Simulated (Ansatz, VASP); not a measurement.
**HgSe in VASP and in Ansatz**

```
Hg Se
1.0
     0.00000    3.06698    3.06698
     3.06698    0.00000    3.06698
     3.06698    3.06698    0.00000
Hg Se
1 1
Cartesian
  0.0000 0.0000 0.0000
  1.5335 1.5335 1.5335
```

Alike in both runs: functional PBEsol; k mesh 12 × 12 × 12; occupations fermi-dirac, width 0.15 eV; no spin polarisation.

Ansatz relaxed the structure, and its values are those at the end. VASP's run is a single point on that final structure, the one shown.

|  | VASP | Ansatz |
| --- | --- | --- |
| version | VASP 6.6.1 | Ansatz 0.2.0 |
| potentials or method | VASP PAW PBE potentials, release 64 (Hg, Se) | scalar-relativistic, plane waves, PAW |
| plane-wave cutoff (eV) | 520 | 420 |
| valence electrons in the cell | 18 | 36 |

```tsv
	VASP	Ansatz	Ansatz less VASP
gap on the k mesh at the Fermi level (eV)	none	none	-
pressure (GPa)	0.3	0.0	-0.28
```

A gap of «none» marks a metal or a gap that the smearing closes. The two sets of potentials don't hold the same shells in valence.

Caveats: the PAW data sets were made with another functional, which shifts forces and pressure a little (VASP). The runs have no spin-orbit coupling, so splittings on Hg are missing.
